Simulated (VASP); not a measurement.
# GaN (P6_3mc) in VASP: further runs

One crystal, GaN, is run at these levels: PBE; tasks: single point.

Program: VASP 6.6.1. These are calculated values, not measurements. Logs are shortened: lines on timing, memory, paths and dates and some standing lists are left out, and cuts for length are marked.

### Step 1. The crystal as given

The structure is hexagonal, space group P6_3mc (No. 186). Conventional cell: a = 3.180 Å, b = 3.180 Å, c = 5.166 Å, α = 90.00°, β = 90.00°, γ = 120.00°. Around Ga (site symmetry 3m) lie 4 N at 1.94 to 1.95 Å. N (site symmetry 3m) has 4 Ga at 1.94 to 1.95 Å as nearest neighbours.

### Step 2. Single point, PBE

Input file INCAR:

```
PREC = Accurate
ENCUT = 450
EDIFF = 1E-7
ISMEAR = 0
SIGMA = 0.2
LREAL = F
LASPH = T
NELM = 100
ALGO = Normal
ISIF = 2
LWAVE = F
LCHARG = F
GGA = PE
ADDGRID = F
```

Input file KPOINTS:

```
Automatic mesh
0
Gamma
  5 5 3
```

Input file POSCAR:

```
GaN
1.0
    3.1800000000      0.0000000000      0.0000000000
   -1.5900000000      2.7539607840      0.0000000000
    0.0000000000      0.0000000000      5.1660000000
Ga N
2 2
Direct
    0.6666666667      0.3333333333      0.5000000000
    0.3333333333      0.6666666667      0.0000000000
    0.6666666667      0.3333333333      0.8750000000
    0.3333333333      0.6666666667      0.3750000000
```

Potentials or basis: VASP PAW PBE potentials, release 64 (Ga, N).

The run is started by

```bash
cat potpaw_PBE.64/Ga/POTCAR potpaw_PBE.64/N/POTCAR > POTCAR
mpirun -np 1 vasp_std > vasp.out
```

OUTCAR:

```text
PREC = Accurate
   ENCUT = 450
   EDIFF = 1E-7
   ISMEAR = 0
   LREAL = F
   LASPH = T
   NELM = 100
   ISIF = 2
   GGA = PE

 Found     10 irreducible k-points:

 Following reciprocal coordinates:
            Coordinates               Weight
  0.000000  0.000000  0.000000      1.000000
  0.200000  0.000000  0.000000      6.000000
  0.400000  0.000000  0.000000      6.000000
  0.200000  0.200000  0.000000      6.000000
  0.400000  0.200000  0.000000      6.000000
  0.000000  0.000000  0.333333      2.000000
   k-points           NKPTS =     10   k-points in BZ     NKDIM =     10   number of bands    NBANDS=     12
   number of dos      NEDOS =    301   number of ions     NIONS =      4
   total plane-waves  NPLWV =  20736
   dimension x,y,z NGX =    24 NGY =   24 NGZ =   36
   dimension x,y,z NGXF=    48 NGYF=   48 NGZF=   72
   ions per type =               2   2
   NGX,Y,Z   is equivalent  to a cutoff of  12.55, 12.55, 11.59 a.u.
   NGXF,Y,Z  is equivalent  to a cutoff of  25.09, 25.09, 23.17 a.u.
 SYSTEM =  unknown system
   PREC   = accura    normal or accurate (medium, high low for compatibility)
   ISTART =      0    job   : 0-new  1-cont  2-samecut
   ICHARG =      2    charge: 1-file 2-atom 10-const
   ISPIN  =      1    spin polarized calculation?
   LNONCOLLINEAR =      F non collinear calculations
   LSORBIT =      F    spin-orbit coupling
   LASPH  =      T    aspherical Exc in radial PAW
   ENCUT  =  450.0 eV  33.07 Ry    5.75 a.u.   5.50  5.50  8.94*2*pi/ulx,y,z
   NELM   =    100;   NELMIN=  2; NELMDL= -5     # of ELM steps
   EDIFF  = 0.1E-06   stopping-criterion for ELM
   LREAL  =      F    real-space projection
   EDIFFG = 0.1E-05   stopping-criterion for IOM
   NSW    =      0    number of steps for IOM
   IBRION =     -1    ionic relax: 0-MD 1-quasi-New 2-CG
   NFREE  =      0    steps in history (QN), initial steepest desc. (CG)
   ISIF   =      2    stress and relaxation
   ISYM   =      2    0-nonsym 1-usesym 2-fastsym
   POTIM  = 0.5000    time-step for ionic-motion
   TEBEG  =    0.0;   TEEND  =   0.0 temperature during run
   PSTRESS=    0.0 pullay stress
   NELECT =      16.0000    total number of electrons
   NUPDOWN=      -1.0000    fix difference up-down
   EMIN   =  10.00;   EMAX   =-10.00  energy-range for DOS
   EFERMI =   0.00;   METHOD = LEGACY
   ISMEAR =     0;   SIGMA  =   0.20  broadening in eV -4-tet -1-fermi 0-gaus
   EFERMI_NEDOS =   21; number of points for ismear=-14 and -15
   IALGO  =     38    algorithm
   IMIX   =      4    mixing-type and parameters
     AMIX     =   0.40;   BMIX     =  1.00
     AMIX_MAG =   1.60;   BMIX_MAG =  1.00
  volume/ion in A,a.u.               =      11.31        76.33
  Fermi-wavevector in a.u.,A,eV,Ry     =   1.157715  2.187764 18.235949  1.340304
  Thomas-Fermi vector in A             =   2.294324
   LORBIT       =      0    0 simple, 1 ext, 2 COOP (PROOUT), +10 PAW based schemes
   GGA     = PE    functional components
   LHFCALC =     F    Hartree Fock is set to
   AEXX    =    0.0000 exact exchange contribution
   IVDW    =     0    specifies the selected vdW correction
   LEPSILON=     F    determine dielectric tensor
   LRPA    =     F    only Hartree local field effects (RPA)
 non-spin polarized calculation
 Gauss-broadening in eV      SIGMA  =   0.20
  energy-cutoff  :      450.00
  volume of cell :       45.24
 maximum number of plane-waves:      1002
 NGX is ok and might be reduce to    24
   NGX = 11   NGY = 11   NGZ = 17

 number of electron      15.9999999 magnetization

 Free energy of the ion-electron system (eV)
  ---------------------------------------------------
  ext. energy  EPLUGINS =         0.00000000
  ---------------------------------------------------
  free energy    TOTEN  =       -24.20810327 eV

  energy without entropy =      -24.20810327  energy(sigma->0) =      -24.20810327

 E-fermi :   4.0130     XC(G=0): -10.9070

 val. band max:        3.0827726382   @ k =   0.0000   0.0000   0.0000
 cond. band min:       5.1344268239   @ k =   0.0000   0.0000   0.0000
 fundamental gap:      2.0516541857
 Fermi energy:         4.0130062105

 k-point     1 :       0.0000    0.0000    0.0000
  band No.  band energies     occupation
      1     -12.9146      2.00000
      2     -10.4975      2.00000
      3      -3.9944      2.00000
      4       2.0348      2.00000
      5       2.0348      2.00000
      6       3.0238      2.00000
      7       3.0828      2.00000
      8       3.0828      2.00000
      9       5.1344      0.00000
     10       7.4955      0.00000
     11      12.4153      0.00000
     12      13.1289      0.00000

 k-point     2 :       0.2000    0.0000    0.0000
  band No.  band energies     occupation
      1     -12.3750      2.00000
      2     -10.1642      2.00000
      3      -3.4481      2.00000
      4      -0.1986      2.00000
      5       0.8641      2.00000
      6       1.3508      2.00000
      7       2.5982      2.00000
      8       2.7540      2.00000
      9       7.0154      0.00000
     10       9.0328      0.00000
     11      11.0111      0.00000
     12      11.9623      0.00000

 k-point     3 :       0.4000    0.0000    0.0000
  band No.  band energies     occupation
      1     -11.0536      2.00000
      2      -9.7371      2.00000
      3      -3.1111      2.00000
      4      -1.9340      2.00000
      5      -1.3477      2.00000
      6       0.4819      2.00000
      7       1.2720      2.00000
      8       2.2024      2.00000
      9       8.2450      0.00000
     10       8.8464      0.00000
     11       9.4765      0.00000
     12      11.7568      0.00000

 k-point     4 :       0.2000    0.2000    0.0000
  band No.  band energies     occupation
      1     -11.4157      2.00000
      2      -9.7528      2.00000
      3      -2.6984      2.00000
      4      -1.3568      2.00000
      5      -1.3195      2.00000
      6       0.0895      2.00000
      7       1.6389      2.00000
      8       1.7709      2.00000
      9       8.8661      0.00000
     10       9.7061      0.00000
     11      10.7161      0.00000
     12      10.7989      0.00000

 k-point     5 :       0.4000    0.2000    0.0000
  band No.  band energies     occupation
      1     -10.3611      2.00000
      2      -9.7826      2.00000
      3      -2.9604      2.00000
      4      -2.0613      2.00000
      5      -1.3244      2.00000
      6      -0.5046      2.00000
      7       0.5851      2.00000
      8       0.9387      2.00000
      9       8.6104      0.00000
     10      10.1666      0.00000
     11      10.3295      0.00000
     12      11.6342      0.00000

 k-point     6 :       0.0000    0.0000    0.3333
  band No.  band energies     occupation
      1     -12.4797      2.00000
      2     -11.3414      2.00000
      3      -2.3747      2.00000
      4       0.7371      2.00000
      5       2.2853      2.00000
      6       2.2853      2.00000
      7       2.8089      2.00000
      8       2.8089      2.00000
      9       6.8021      0.00000
     10       7.6291      0.00000
     11      11.8336      0.00000
     12      12.3093      0.00000

 [... further k-points ...]

------------------------ aborting loop because EDIFF is reached ----------------------------------------

  FORCE on cell =-STRESS in cart. coord.  units (eV):
  Direction    XX          YY          ZZ          XY          YZ          ZX
  --------------------------------------------------------------------------------------
  -------------------------------------------------------------------------------------
  Total        3.4579018      3.4579018      4.0040786      0.0000000     -0.0000000      0.0000000
  in kB      122.4570976    122.4570976    141.7992406      0.0000000     -0.0000000      0.0000000
  external PRESSURE =     128.9044786 kB  Pullay stress =       0.0000000 kB

 VOLUME and BASIS-vectors are now :
 -----------------------------------------------------------------------------
  energy-cutoff  :      450.00
  volume of cell :       45.24
      direct lattice vectors                 reciprocal lattice vectors
     3.180000000  0.000000000  0.000000000     0.314465409  0.181556688  0.000000000
    -1.590000000  2.753960784  0.000000000     0.000000000  0.363113377  0.000000000
     0.000000000  0.000000000  5.166000000     0.000000000  0.000000000  0.193573364

 POSITION                                       TOTAL-FORCE (eV/Angst)
 -----------------------------------------------------------------------------------
      1.59000      0.91799      2.58300         0.000000      0.000000     -0.171025
     -0.00000      1.83597      0.00000        -0.000000     -0.000000     -0.171025
      1.59000      0.91799      4.52025        -0.000000      0.000000      0.171025
     -0.00000      1.83597      1.93725         0.000000      0.000000      0.171025
 -----------------------------------------------------------------------------------
    total drift:                               -0.000000     -0.000000     -0.000951

  FREE ENERGIE OF THE ION-ELECTRON SYSTEM (eV)
  ---------------------------------------------------
  free  energy   TOTEN  =       -24.2081032674 eV

  energy  without entropy=      -24.2081032674  energy(sigma->0) =      -24.20810327
```

Run time: 4.6 s. Hardware: 1 thread of Intel Xeon 6975P-C (Granite Rapids), shared host; peak memory 0.14 GiB.

These settings aren't checked as converged: the numbers below hold their error.

Results:

* Free energy: -24.2081 eV
* Largest force: 0.171 eV/Å
* Band gap on the k mesh: 2.05 eV, direct

Caveat: the k mesh is coarse (spacing up to 0.46 Å⁻¹), so the values aren't converged; the cutoff is under 1.25 times the usual one of these potentials, so pressure, stress and relaxed cells hold a basis-set (Pulay) error.

### Step 3. Single point, PBE

INCAR is that of step 2.

KPOINTS is that of step 2.

Input file POSCAR:

```
GaN
1.0
    3.1800000000      0.0000000000      0.0000000000
   -1.5900000000      2.7539607840      0.0000000000
    0.0000000000      0.0000000000      5.1660000000
Ga N
2 2
Direct
    0.6521390000      0.3316270000      0.5245870000
    0.3764220000      0.6884330000      0.0161300000
    0.6603830000      0.3218970000      0.8783140000
    0.3311160000      0.6688000000      0.3826530000
```

Potentials or basis: VASP PAW PBE potentials, release 64 (Ga, N).

The run is started by

```bash
cat potpaw_PBE.64/Ga/POTCAR potpaw_PBE.64/N/POTCAR > POTCAR
mpirun -np 1 vasp_std > vasp.out
```

Wall time 8.9 s (1 thread of Intel Xeon 6975P-C (Granite Rapids), shared host); peak memory 0.16 GiB.

These settings aren't checked as converged: the numbers below hold their error.

Results:

| Item | Value |
| --- | --- |
| Free energy | -23.9289 eV |
| Largest force | 2.696 eV/Å |
| Band gap on the k mesh | 1.84 eV, direct |

Caveat: the k mesh is coarse (spacing up to 0.46 Å⁻¹), so the values aren't converged; the cutoff is under 1.25 times the usual one of these potentials, so pressure, stress and relaxed cells hold a basis-set (Pulay) error.

### Step 4. Single point, PBE

INCAR: that of step 3 with these lines changed.

```diff
@@ -4,3 +4,3 @@
 ISMEAR = 0
-SIGMA = 0.2
+SIGMA = 0.1
 LREAL = F
```

KPOINTS is that of step 3.

Input file POSCAR:

```
GaN
1.0
    3.1800000000      0.0000000000      0.0000000000
   -1.5900000000      2.7539607840      0.0000000000
    0.0000000000      0.0000000000      5.1660000000
Ga N
2 2
Direct
    0.6666666667      0.3333333333      0.5000000000
    0.3333333333      0.6666666667      0.0000000000
    0.6666666667      0.3333333333      0.8750000000
    0.3333333333      0.6666666667      0.3750000000
```

The run is started by

```bash
cat potpaw_PBE.64/Ga/POTCAR potpaw_PBE.64/N/POTCAR > POTCAR
mpirun -np 1 vasp_std > vasp.out
```

It took 4.8 s on 1 thread of Intel Xeon 6975P-C (Granite Rapids), shared host; peak memory 0.15 GiB.

The run converged, but some of its settings lie outside the range that counts as converged, so its numbers aren't taken as properties of the crystal.

Results:

| Item | Value |
| --- | --- |
| Free energy | -24.2081 eV |
| Largest force | 0.171 eV/Å |
| Band gap on the k mesh | 2.05 eV, direct |

Caveat: the k mesh is coarse (spacing up to 0.46 Å⁻¹), so the values aren't converged; the cutoff is under 1.25 times the usual one of these potentials, so pressure, stress and relaxed cells hold a basis-set (Pulay) error.

### Step 5. Single point, PBE

INCAR is that of step 4.

KPOINTS is that of step 4.

Input file POSCAR:

```
GaN
1.0
    3.1800000000      0.0000000000      0.0000000000
   -1.5900000000      2.7539607840      0.0000000000
    0.0000000000      0.0000000000      5.1660000000
Ga N
2 2
Direct
    0.6521390000      0.3316270000      0.5245870000
    0.3764220000      0.6884330000      0.0161300000
    0.6603830000      0.3218970000      0.8783140000
    0.3311160000      0.6688000000      0.3826530000
```

Potentials or basis: VASP PAW PBE potentials, release 64 (Ga, N).

The run is started by

```bash
cat potpaw_PBE.64/Ga/POTCAR potpaw_PBE.64/N/POTCAR > POTCAR
mpirun -np 1 vasp_std > vasp.out
```

OUTCAR:

```text
PREC = Accurate
   ENCUT = 450
   EDIFF = 1E-7
   ISMEAR = 0
   LREAL = F
   LASPH = T
   NELM = 100
   ISIF = 2
   GGA = PE

 Found     38 irreducible k-points:

 Following reciprocal coordinates:
            Coordinates               Weight
  0.000000  0.000000  0.000000      1.000000
  0.200000  0.000000  0.000000      2.000000
  0.000000  0.200000  0.000000      2.000000
 -0.200000  0.200000  0.000000      2.000000
  0.400000  0.000000  0.000000      2.000000
  0.000000  0.400000  0.000000      2.000000
   k-points           NKPTS =     38   k-points in BZ     NKDIM =     38   number of bands    NBANDS=     12
   number of dos      NEDOS =    301   number of ions     NIONS =      4
   total plane-waves  NPLWV =  20736
   dimension x,y,z NGX =    24 NGY =   24 NGZ =   36
   dimension x,y,z NGXF=    48 NGYF=   48 NGZF=   72
   ions per type =               2   2
   NGX,Y,Z   is equivalent  to a cutoff of  12.55, 12.55, 11.59 a.u.
   NGXF,Y,Z  is equivalent  to a cutoff of  25.09, 25.09, 23.17 a.u.
 SYSTEM =  unknown system
   PREC   = accura    normal or accurate (medium, high low for compatibility)
   ISTART =      0    job   : 0-new  1-cont  2-samecut
   ICHARG =      2    charge: 1-file 2-atom 10-const
   ISPIN  =      1    spin polarized calculation?
[... 75 lines left out ...]
     12      12.8992      0.00000
[... 61 lines left out ...]
 k-point     6 :       0.0000    0.4000    0.0000
  band No.  band energies     occupation
      1     -11.0700      2.00000
      2      -9.7512      2.00000
      3      -3.1370      2.00000
      4      -2.0355      2.00000
      5      -1.3577      2.00000
      6       0.6078      2.00000
      7       0.9364      2.00000
      8       2.4581      2.00000
      9       8.2740      0.00000
     10       8.9338      0.00000
     11       9.4835      0.00000
     12      11.7254      0.00000

 [... further k-points ...]

------------------------ aborting loop because EDIFF is reached ----------------------------------------

  FORCE on cell =-STRESS in cart. coord.  units (eV):
  Direction    XX          YY          ZZ          XY          YZ          ZX
  --------------------------------------------------------------------------------------
  -------------------------------------------------------------------------------------
  Total        1.7834792      3.7143497      7.3526618     -1.0489709     -0.6629825     -0.2558087
  in kB       63.1595971    131.5388672    260.3849636    -37.1479399    -23.4786639     -9.0591316
  external PRESSURE =     151.6944760 kB  Pullay stress =       0.0000000 kB

 VOLUME and BASIS-vectors are now :
 -----------------------------------------------------------------------------
  energy-cutoff  :      450.00
  volume of cell :       45.24
      direct lattice vectors                 reciprocal lattice vectors
     3.180000000  0.000000000  0.000000000     0.314465409  0.181556688  0.000000000
    -1.590000000  2.753960784  0.000000000     0.000000000  0.363113377  0.000000000
     0.000000000  0.000000000  5.166000000     0.000000000  0.000000000  0.193573364

 POSITION                                       TOTAL-FORCE (eV/Angst)
 -----------------------------------------------------------------------------------
      1.54652      0.91329      2.71002         0.415989      0.122497     -2.660692
      0.10241      1.89592      0.08333        -0.995183     -1.146216     -0.307154
      1.58820      0.88649      4.53737         0.877661      1.121821      2.036309
     -0.01044      1.84185      1.97679        -0.298467     -0.098101      0.931538
 -----------------------------------------------------------------------------------
    total drift:                                0.000225     -0.000127     -0.000698

  FREE ENERGIE OF THE ION-ELECTRON SYSTEM (eV)
  ---------------------------------------------------
  free  energy   TOTEN  =       -23.9288596668 eV

  energy  without entropy=      -23.9288596668  energy(sigma->0) =      -23.92885967
```

It took 10 s on 1 thread of Intel Xeon 6975P-C (Granite Rapids), shared host; peak memory 0.15 GiB.

The run converged, but some of its settings lie outside the range that counts as converged, so its numbers aren't taken as properties of the crystal.

Results:

- Free energy: -23.9289 eV
- Largest force: 2.696 eV/Å
- Band gap on the k mesh: 1.84 eV, direct

Caveat: the k mesh is coarse (spacing up to 0.46 Å⁻¹), so the values aren't converged; the cutoff is under 1.25 times the usual one of these potentials, so pressure, stress and relaxed cells hold a basis-set (Pulay) error.

### Step 6. Single point, PBE

INCAR: that of step 5 with these lines changed.

```diff
@@ -4,3 +4,3 @@
 ISMEAR = 0
-SIGMA = 0.1
+SIGMA = 0.01
 LREAL = F
```

KPOINTS is that of step 5.

Input file POSCAR:

```
GaN
1.0
    3.1800000000      0.0000000000      0.0000000000
   -1.5900000000      2.7539607840      0.0000000000
    0.0000000000      0.0000000000      5.1660000000
Ga N
2 2
Direct
    0.6666666667      0.3333333333      0.5000000000
    0.3333333333      0.6666666667      0.0000000000
    0.6666666667      0.3333333333      0.8750000000
    0.3333333333      0.6666666667      0.3750000000
```

Potentials or basis: VASP PAW PBE potentials, release 64 (Ga, N).

The run is started by

```bash
cat potpaw_PBE.64/Ga/POTCAR potpaw_PBE.64/N/POTCAR > POTCAR
mpirun -np 1 vasp_std > vasp.out
```

It took 5.3 s on 1 thread of Intel Xeon 6975P-C (Granite Rapids), shared host; peak memory 0.14 GiB.

These settings aren't checked as converged: the numbers below hold their error.

What came out:

| Quantity | Value |
| --- | --- |
| Free energy | -24.2081 eV |
| Largest force | 0.171 eV/Å |
| Band gap on the k mesh | 2.05 eV, direct |

Caveat: the k mesh is coarse (spacing up to 0.46 Å⁻¹), so the values aren't converged; the cutoff is under 1.25 times the usual one of these potentials, so pressure, stress and relaxed cells hold a basis-set (Pulay) error.
